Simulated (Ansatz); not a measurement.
## Guessed and relaxed cells of Sb

The cell of Sb is invented: one element on all sites of the I type (C2/m, No. 12). Lengths were set from tabulated atomic sizes, so they are only a guess.

start.cif

```cif
data_structure
_symmetry_space_group_name_H-M 'C2/m'
_symmetry_Int_Tables_number 12
_cell_length_a 4.4393
_cell_length_b 6.4824
_cell_length_c 2.5188
_cell_angle_alpha 90.000
_cell_angle_beta 124.244
_cell_angle_gamma 90.000
_cell_volume 59.92
loop_
_atom_site_label
_atom_site_type_symbol
_atom_site_symmetry_multiplicity
_atom_site_Wyckoff_symbol
_atom_site_fract_x
_atom_site_fract_y
_atom_site_fract_z
_atom_site_occupancy
Sb1 Sb 2 d 0.50000 0.00000 0.50000 1
```

All numbers below come from DFT PBE, scalar-relativistic, plane waves, PAW in Ansatz. Cutoff 420 eV, Gaussian smearing, Γ-centred meshes. Cell and atoms relax first on a coarse mesh and then on a finer one. In between, the cell is made exact in the group found at 0.06 Å. In metals the finer mesh still leaves noise of several meV/atom or more. The steps can't lower the symmetry of their start. No spin polarisation.

end.cif

```cif
data_structure
_symmetry_space_group_name_H-M 'Im-3m'
_symmetry_Int_Tables_number 229
_cell_length_a 3.7898
_cell_length_b 3.7898
_cell_length_c 3.7898
_cell_angle_alpha 90.000
_cell_angle_beta 90.000
_cell_angle_gamma 90.000
_cell_volume 54.43
loop_
_atom_site_label
_atom_site_type_symbol
_atom_site_symmetry_multiplicity
_atom_site_Wyckoff_symbol
_atom_site_fract_x
_atom_site_fract_y
_atom_site_fract_z
_atom_site_occupancy
Sb1 Sb 2 a 0.00000 0.00000 0.00000 1
```

The symmetry goes from C2/m (No. 12) to Im-3m (No. 229). The end has the bcc type. The volume per atom shrinks by 9.2 %, from 30.0 to 27.2 Å³. The shortest distance goes from 2.52 Å (Sb–Sb) to 3.28 Å (Sb–Sb). The energy falls by about 0.89 eV/atom (the start's value is from the coarse mesh). The end is written in a standard setting, so origin, axes and order of atoms can differ from the start's.

* Volume per atom: 27.22 Å³
* Density: 7.43 g/cm³
* Energy over the standard state: +0.23 eV/atom
* Gap on the 20×20×22 mesh of the 1-atom cell: 0 eV (a metal)

Energies count from the standard state of Sb at the same level. So it is a metastable form at best.

The last run used Gaussian smearing of 0.10 eV. The end has Fmmm (No. 69) at a tolerance of 0.01 Å; the cell shown is made exact in the group found at 0.05 Å. These runs have no spin–orbit coupling, which can matter for Sb. Symmetry constrained the relaxation, so the result can be a saddle point. In all, the 3 runs took 4.6 min on 1 thread of Intel(R) Xeon(R) Platinum 8375C CPU @ 2.90GHz (Ice Lake), with other jobs on the host. Another cell of Sb relaxed alike, in Pnma, lies 192 meV/atom lower, so this cell isn't the stable form at this level.
